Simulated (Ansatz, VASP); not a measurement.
One calculation of HfSiO4, two programs

```
CELL_PARAMETERS angstrom
-3.28625 3.28625 2.98160
3.28625 -3.28625 2.98160
3.28625 3.28625 -2.98160
ATOMIC_POSITIONS crystal
Hf 0.75000 0.25000 0.50000
Hf 0.00000 0.00000 0.00000
Si 0.25000 0.75000 0.50000
Si 0.50000 0.50000 0.00000
O 0.13400 0.31928 0.81472
O 0.06928 0.75456 0.68528
O 0.50456 0.31928 0.18528
O 0.06928 0.38400 0.31472
O 0.61600 0.93072 0.68528
O 0.68072 0.86600 0.18528
O 0.24544 0.93072 0.31472
O 0.68072 0.49544 0.81472
```

Alike in both runs: functional PBE; k mesh 4 × 4 × 4; occupations fermi-dirac, width 0.02 eV; no spin polarisation.

Ansatz relaxed the structure, and its values are those at the end. VASP's run is a single point on that final structure, the one shown.

```csv
,VASP,Ansatz
version,VASP 6.6.1,Ansatz 0.2.0
potentials or method,"VASP PAW PBE potentials, release 64 (Hf_pv, Si, O)","plane-wave PAW, scalar-relativistic"
plane-wave cutoff (eV),520,420
valence electrons in the cell,76,108
```

|  | VASP | Ansatz | Ansatz less VASP |
| --- | --- | --- | --- |
| gap on the k mesh at the Fermi level (eV) | 5.44 | 5.49 | +0.055 |
| pressure (GPa) | 5.3 | 7.0 | +1.71 |
| rms of the force components (eV/Å) | 0.092 | 0.000 | -0.0919 |

The functional is the same, so the differences come from potentials, cutoffs and numerics. The two sets of potentials don't hold the same shells in valence. Ansatz warned: «gradients_without_spin_orbit».

Caveats: spin-orbit coupling is left out, which moves the levels of the heavy elements. A k mesh can miss the band edges.
